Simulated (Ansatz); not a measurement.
# SrO (Fm-3m) in Ansatz: a series of runs

One crystal, SrO, is run at these levels: PBEsol; tasks: band structure.

All numbers are computed with Ansatz 0.2.0; they aren't measurements. Logs are shortened: lines on timing, memory, paths and dates and some standing lists are left out, and cuts for length are marked.

### 1 Starting point

It takes space group Fm-3m (No. 225, cubic). The conventional cell has a = 5.133 Å, b = 5.133 Å, c = 5.133 Å, α = 90.00°, β = 90.00°, γ = 90.00°. Sr (site symmetry m-3m) is surrounded by 6 O at 2.57 Å. O (site symmetry m-3m) has 6 Sr at 2.57 Å as nearest neighbours.

### 2 Band structure, PBEsol

Contents of input.yaml:

```yaml
crystal:
  lattice:
    - [0.0, 2.5663, 2.5663]
    - [2.5663, 0.0, 2.5663]
    - [2.5663, 2.5663, 0.0]
  atoms:
    - { symbol: Sr, position: [0.5, 0.5, 0.5] }
    - { symbol: O, position: [0.0, 0.0, 0.0] }
kpoints:
  mp_grid: { grid: [9, 9, 9] }
  band_path:
    path:
      - [0.0, 0.0, 0.0]
      - [0.5, 0.0, 0.5]
      - [0.5, 0.25, 0.75]
      - [0.375, 0.375, 0.75]
      - [0.0, 0.0, 0.0]
      - [0.5, 0.5, 0.5]
      - [0.625, 0.25, 0.625]
      - [0.5, 0.25, 0.75]
    npoints: 12
scf:
  occupations: { method: fermi_dirac, width: 0.05 }
hamiltonian:
  xc: pbesol
  pseudopotentials:
    kind: all_electron
    lapw: { basis_error: 0.001 }
    relativity: none
output:
  forces: true
  stress: true
  eigenvalues: true
```

Potentials or basis: all-electron LAPW, non-relativistic.

The run is started by

```
> ansatz run input.yaml --threads 1 --pin off --max-ram 3072MiB --backend cpu --events-out ev --progress --plain --runs-dir out
```

Standard output:

```text
Warning: RAYON_NUM_THREADS=1 ignored (pool sized by the plan → 1); use --threads N
LAPW: plane waves up to 7.543 Å⁻¹, error target 1.0e-3 eV per atom; O in spheres of 1.242 Å, 6 of its electrons in bands, Dirac shells []; Sr in spheres of 1.324 Å, 28 of its electrons in bands, Dirac shells [] (how accurate: hamiltonian.pseudopotentials.lapw.basis_error, Limitations)
Engine: ansatz 0.2.0, aarch64-unknown-linux-gnu
Pseudopotentials: kind: all_electron
Pseudopotential: Sr, LAPW, valence charge 28, lapw/all_electron/none/Sr, Schrödinger's equation, point nucleus
Pseudopotential: O, LAPW, valence charge 6, lapw/all_electron/none/O, Schrödinger's equation, point nucleus
Functional definition: PBEsol
  exchange = pbesol_x
  correlation = pbesol_c
Crystal: 2 atoms, lattice volume = 33.803 Å³
Basis set: ecut = 216.7902385322015 eV, 259 PW (Γ), exchange–correlation at level 2
Bands: 21, of which v1, the nominal top of the filled ones, is band 17 counted from 1 (16 counted from 0)
Symmetry: 48 space group operations
Space group: Fm-3m (ITA 225), of the structure as read, at distance tolerance 3.2e-5 Å
k-points: 35 of 729
Non-local potential: Sr, projectors of the file, none
Non-local potential: O, projectors of the file, none
Initial density: superposition of atomic densities (chi_scale 0.1, normalization cell, long waves kept (reshape's long-wave potential 0.00 eV rms))
Initial wavefunctions: plane waves of lowest kinetic energy (no species holds an atomic orbital)
Functional: x = pbesol(κ = 0.804, μ = 0.12345679012345678), c = pbesol(β = 0.046)
iter 1 solved again at ethr=7.34e-3 eV; its pass at ethr=1.00e-1 eV (dr2=2.50e0 eV) is discarded
SCF iter   1: F=—  HF=-87248.974827 eV  |F-HF|=—  |Δ(HF+E_count)|=         —  Δρ=6.94e-2  dr2=2.49e0  ethr=7.34e-3  ⟨swp⟩=2.0  Hψ=4525  notcnv=0
preconditioner: auto → none  [insulator: Δε(μ)=6.114 eV  Ē_g=17.055 eV  σ=0.050 eV  W_gap=1.00  n_scr=14 (ndim 8)  ℏωp=23.9 eV  f_vac=0.000  D(μ)=0.00/eV (n_scr^D=0)  ε∞_Penn≈3.0]
SCF iter   2: F=—  HF=-87248.418208 eV  |F-HF|=—  |Δ(HF+E_count)|=   5.57e-1  Δρ=3.97e-2  dr2=7.70e-1  ethr=7.34e-3  ⟨swp⟩=3.0  Hψ=2348  notcnv=0
SCF iter   3: F=—  HF=-87247.048429 eV  |F-HF|=—  |Δ(HF+E_count)|=    1.37e0  Δρ=1.84e-2  dr2=1.77e-1  ethr=2.26e-3  ⟨swp⟩=3.0  Hψ=2244  notcnv=0
SCF iter   4: F=—  HF=-87247.091571 eV  |F-HF|=—  |Δ(HF+E_count)|=         —  Δρ=1.67e-2  dr2=1.51e-1  ethr=5.20e-4  ⟨swp⟩=3.0  Hψ=2423  notcnv=0
the basis was enlarged: its passes take 62.7 KiB over the memory plan, 1 of 1 planned eigensolver slots
SCF iter   5: F=—  HF=-87247.020125 eV  |F-HF|=—  |Δ(HF+E_count)|=   7.14e-2  Δρ=5.74e-3  dr2=1.78e-2  ethr=4.45e-4  ⟨swp⟩=2.0  Hψ=2101  notcnv=0
iter 6 solved again at ethr=2.12e-7 eV; its pass at ethr=5.25e-5 eV (dr2=7.20e-5 eV) is discarded
SCF iter   6: F=—  HF=-87247.010563 eV  |F-HF|=—  |Δ(HF+E_count)|=   9.56e-3  Δρ=3.60e-4  dr2=7.20e-5  ethr=2.12e-7  ⟨swp⟩=2.2  Hψ=3668  notcnv=0
SCF iter   7: F=—  HF=-87247.010499 eV  |F-HF|=—  |Δ(HF+E_count)|=   6.47e-5  Δρ=8.88e-5  dr2=4.32e-6  ethr=2.12e-7  ⟨swp⟩=2.0  Hψ=2100  notcnv=0
SCF iter   8: F=-87247.010528 eV  HF=-87247.010528 eV  |F-HF|=4.67e-8  |Δ(HF+E_count)|=   2.93e-5  Δρ=8.09e-6  dr2=3.38e-8  ethr=1.27e-8  ⟨swp⟩=2.0  Hψ=2100  notcnv=0
SCF 1 converged in 8 iterations: F = -87247.010528 eV  dr2 = 3.38e-8
NSCF: frozen V_eff on 85 k-points
SCF converged after 8 iterations
Free energy (F): -87247.010528 eV
Harris-Foulkes:  -87247.010528 eV  (|F-HF|=4.67e-8)
Internal energy: -87247.010528 eV  (E = F + TS)
E sigma→0 (E₀):  -87247.010528 eV
Fermi energy:    10.971666 eV
--- Per-component energies (eV) ---
  E_band       = -3161.892271
  E_kinetic    = 87188.597696
  E_xc         = -2992.948981
  E_electrostatic = -171442.659243  (all electrons and nuclei)
  E_smearing   = -0.000000  (= −TS)
  E_closure    = 0.000000  (closes the sum)
  E_atoms      = -87234.144825  (free atoms, spherical and without spin; not in F)
  Σ components = -87247.010528   (vs F -87247.010528, Δ=0.00e0)
  Basis errors (estimates in eV, not in F): energy 4.3e-4 per atom: plane waves 3.9e-4 (2.1e-4 summed), levels above the bands 1.5e-59, relativity 0.0e0, radial functions 4.2e-5, core shells 2.8e-8; eigenvalues (radial functions only) 2.0e-5; not estimated: angular momenta, meshes, grids; target (lapw.basis_error) 1.0e-3; muffin-tin radii O 1.242 Å, Sr 1.324 Å
--- Forces (eV/Å), atoms counted from 1 ---
  atom   1  Sr    -0.00000000    -0.00000000     0.00000000
  atom   2  O      0.00000000     0.00000000    -0.00000000
  max |Σ_I F_I| component: 4.93e-31 eV/Å
--- Stress (GPa, compression-positive) ---
       -0.062760       0.000000       0.000000
        0.000000      -0.062760       0.000000
        0.000000       0.000000      -0.062760
  P = ⅓ Tr σ = -0.0628 GPa (-0.628 kbar)
--- Band table (eV; the first three rows and the last of 35) ---
  k-point 0: bands = ["-302.1573", "-234.5408", "-234.5408", "-234.5408", "-112.0479", "-112.0479", "-112.0479", "-112.0432", "-112.0432", "-21.3009", "-5.4951", "-4.3236", "-4.3236", "-4.3236", "9.3825", "9.3825", "9.3825", "13.5779", "15.4177", "15.4177", "15.4177"]
  k-point 1: bands = ["-302.1573", "-234.5408", "-234.5408", "-234.5408", "-112.0479", "-112.0479", "-112.0479", "-112.0432", "-112.0432", "-21.2804", "-5.8022", "-4.3339", "-4.3339", "-4.0650", "9.0284", "9.2189", "9.2189", "14.1214", "15.2859", "15.6596", "15.6596"]
  k-point 2: bands = ["-302.1573", "-234.5408", "-234.5408", "-234.5408", "-112.0479", "-112.0479", "-112.0479", "-112.0432", "-112.0432", "-21.2279", "-6.3344", "-4.3599", "-4.3599", "-3.6562", "8.3182", "8.8440", "8.8440", "15.1889", "15.3783", "16.3340", "16.3340"]
  k-point 34: bands = ["-302.1573", "-234.5408", "-234.5408", "-234.5408", "-112.0479", "-112.0479", "-112.0479", "-112.0432", "-112.0432", "-21.0717", "-6.2926", "-4.9880", "-4.9780", "-3.7625", "8.2514", "8.8734", "8.9981", "14.7852", "15.8141", "17.9371", "20.0522"]
```

Run time: 8.9 s. Hardware: 1 thread of Arm Neoverse V1, shared host; peak memory 0.23 GiB.

What came out:

* Free energy: -87247.0105 eV
* Pressure: -0.1 GPa
* Band gap on the k mesh: 3.13 eV, indirect (least direct gap 3.20 eV)
* Band gap along the path: 3.07 eV, indirect (least direct gap 3.14 eV)

Levels at the corners of the path, in eV from the valence-band top:
```csv
point,band 15,band 16,band 17,band 18,band 19,band 20
Γ,0.00,0.00,0.00,4.20,6.04,6.04
X,-0.37,-0.06,-0.06,3.07,7.76,9.99
W,-1.12,-0.40,-0.40,5.86,5.86,8.50
K,-0.93,-0.57,-0.42,4.61,7.76,8.64
Γ,0.00,0.00,0.00,4.20,6.04,6.04
L,-2.13,-1.16,-1.16,6.46,8.35,8.70
U,-0.93,-0.57,-0.42,4.61,7.76,8.64
W,-1.12,-0.40,-0.40,5.86,5.86,8.50
```

Caveat: relativity is left out, which matters for the heavier elements. PBEsol gaps usually lie below the measured ones, often by a third to a half.

### 3 Band structure, PBEsol

input.yaml: that of step 2 with these lines changed.

```diff
@@ -25,6 +25,3 @@
   xc: pbesol
-  pseudopotentials:
-    kind: all_electron
-    lapw: { basis_error: 0.001 }
-    relativity: none
+  pseudopotentials: { kind: all_electron, datasets: crystal }
 output:
```

Potentials or basis: all-electron PAW datasets made for the crystal.

The run is started by

```
> ansatz run input.yaml --threads 1 --pin off --max-ram 3072MiB --backend cpu --events-out ev --progress --plain --runs-dir out
```

It took 7.9 s on 1 thread of Arm Neoverse V1, shared host; peak memory 0.36 GiB.

The run converged. Its results:

```yaml
Free_energy: -88511.9682 eV
Pressure: -0.5 GPa
Band_gap_on_the_k_mesh: 3.26 eV, indirect (least direct gap 3.34 eV)
Band_gap_along_the_path: 3.20 eV, indirect (least direct gap 3.27 eV)
```

Levels at the corners of the path, in eV from the valence-band top:
```csv
point,band 5,band 6,band 7,band 8,band 9,band 10,band 11,band 12
Γ,-13.79,0.00,0.00,0.00,3.89,6.22,6.22,6.22
X,-14.18,-0.40,-0.07,-0.07,3.20,7.85,10.22,10.29
W,-13.23,-1.13,-0.42,-0.42,5.98,5.98,8.69,11.28
K,-13.42,-0.96,-0.56,-0.45,4.73,7.87,8.80,10.26
Γ,-13.79,0.00,0.00,0.00,3.89,6.22,6.22,6.22
L,-12.62,-2.21,-1.14,-1.14,6.55,8.29,8.93,8.93
U,-13.42,-0.96,-0.56,-0.45,4.73,7.87,8.80,10.26
W,-13.23,-1.13,-0.42,-0.42,5.98,5.98,8.69,11.28
```

As with any semilocal functional, this PBEsol gap is likely too small.

### 4 Band structure, PBEsol

input.yaml: that of step 3 with these lines changed.

```diff
@@ -25,3 +25,6 @@
   xc: pbesol
-  pseudopotentials: { kind: all_electron, datasets: crystal }
+  pseudopotentials:
+    kind: all_electron
+    lapw: { basis_error: 0.001 }
+    dirac_shells: { Sr: ["3p"] }
 output:
```

Potentials or basis: all-electron LAPW, inner shells corrected to Dirac's equation.

The run is started by

```
> ansatz run input.yaml --threads 1 --pin off --max-ram 3072MiB --backend cpu --events-out ev --progress --plain --runs-dir out
```

Run time: 9.2 s. Hardware: 1 thread of Arm Neoverse V1, shared host; peak memory 0.24 GiB.

It converged, with:

```yaml
Free_energy: -88520.0867 eV
Pressure: -0.5 GPa
Band_gap_on_the_k_mesh: 3.26 eV, indirect (least direct gap 3.34 eV)
Band_gap_along_the_path: 3.20 eV, indirect (least direct gap 3.27 eV)
```

Levels at the corners of the path, in eV from the valence-band top:
```csv
point,band 13,band 14,band 15,band 16,band 17,band 18,band 19,band 20,band 21
Γ,-13.79,-13.79,0.00,0.00,0.00,3.89,6.22,6.22,6.22
X,-14.18,-14.18,-0.40,-0.07,-0.07,3.20,7.85,10.22,10.28
W,-14.50,-13.23,-1.13,-0.42,-0.42,5.98,5.98,8.69,11.28
K,-14.07,-13.42,-0.96,-0.56,-0.45,4.73,7.87,8.80,10.26
Γ,-13.79,-13.79,0.00,0.00,0.00,3.89,6.22,6.22,6.22
L,-13.88,-12.62,-2.21,-1.14,-1.14,6.55,8.29,8.92,8.92
U,-14.07,-13.42,-0.96,-0.56,-0.45,4.73,7.87,8.80,10.26
W,-14.50,-13.23,-1.13,-0.42,-0.42,5.98,5.98,8.69,11.28
```

### 5 The runs side by side

| potentials or basis | cutoff (eV) | basis error allowed | gap on the mesh (eV) | pressure (GPa) |
| --- | --- | --- | --- | --- |
| all-electron LAPW, non-relativistic | 217 | 0.001 eV/atom | 3.13 | -0.1 |
| all-electron PAW datasets made for the crystal | 300 | - | 3.26 | -0.5 |
| all-electron LAPW, inner shells corrected to Dirac's equation | 217 | 0.001 eV/atom | 3.26 | -0.5 |

Alike in all rows: task band structure; level PBEsol; no spin polarisation; cell as given; k mesh 9 × 9 × 9; smearing fermi-dirac 0.05 eV.

Caveats: relativity is left out, which matters for the heavier elements (some runs).

Compare energies only between runs with the same functional and basis.
